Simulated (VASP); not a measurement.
Set up this calculation in VASP 6.6.1, as the native input.

```
Task                   : single point
Functional             : PBEsol
Potentials or basis    : VASP PAW PBE potentials, release 64 (Bi_d, Te, Se)
Cutoff                 : 520 eV
k mesh                 : 7 × 7 × 7
Occupations            : fermi-dirac, width 0.05 eV
Spin                   : no spin polarisation
Ladder                 : free
Further INCAR settings : ALGO = Normal; EDIFF = 1e-07; NBANDS = 32
```

The structure of Bi2Te2Se lies in POSCAR:

```
Bi2Te2Se
1.0
    2.1609687617      1.2476358963     10.5855712543
   -2.1609687617      1.2476358963     10.5855712543
    0.0000000000     -2.4952717926     10.5855712543
Bi Te Se
2 2 1
Direct
    0.3917212400      0.3917212400      0.3917212400
    0.6082787600      0.6082787600      0.6082787600
    0.7804048700      0.7804048700      0.7804048700
    0.2195951300      0.2195951300      0.2195951300
    0.0000000000      0.0000000000      0.0000000000
```

The cell is a database's computed one.

The input as run:

INCAR

```
PREC     = Accurate       # precision mode
ENCUT    = 520            # plane-wave cutoff, eV
EDIFF    = 1E-7           # SCF threshold, eV
ISMEAR   = -1             # smearing method
SIGMA    = 0.05           # smearing width, eV
LREAL    = F              # projectors in reciprocal space
LASPH    = T              # aspherical terms in the spheres
NELM     = 80             # most SCF steps
ALGO     = Normal         # electronic algorithm
ISIF     = 2              # what is computed and relaxed
LWAVE    = F              # write WAVECAR
LCHARG   = F              # write CHGCAR
GGA      = PS             # functional
NBANDS   = 32             # bands
KPAR     = 2
```

KPOINTS

```
Automatic mesh
0
Gamma
  7 7 7
```

Potentials or basis: VASP PAW PBE potentials, release 64 (Bi_d, Te, Se).

Run with:

```bash
$ cat potpaw_PBE.64/Bi_d/POTCAR potpaw_PBE.64/Te/POTCAR potpaw_PBE.64/Se/POTCAR > POTCAR
$ mpirun -np 2 vasp_std > vasp.out
```

Results of the run:

| Item | Value |
| --- | --- |
| Pressure | -1.4 GPa |
| Largest force | 0.063 eV/Å |
| Band gap on the k mesh | 0.40 eV, direct |

Caveat: the PAW data sets were made with another functional, which shifts forces and pressure a little; spin-orbit coupling is left out, which as a rule narrows the gap of such compounds by several tenths of an eV; an odd mesh through Γ misses points on the zone boundary, where band edges often lie.

Wall time 11 min on 2 MPI ranks on Intel(R) Xeon(R) 6975P-C (Granite Rapids), with other jobs on the host, peak memory 1.2 GiB a rank.
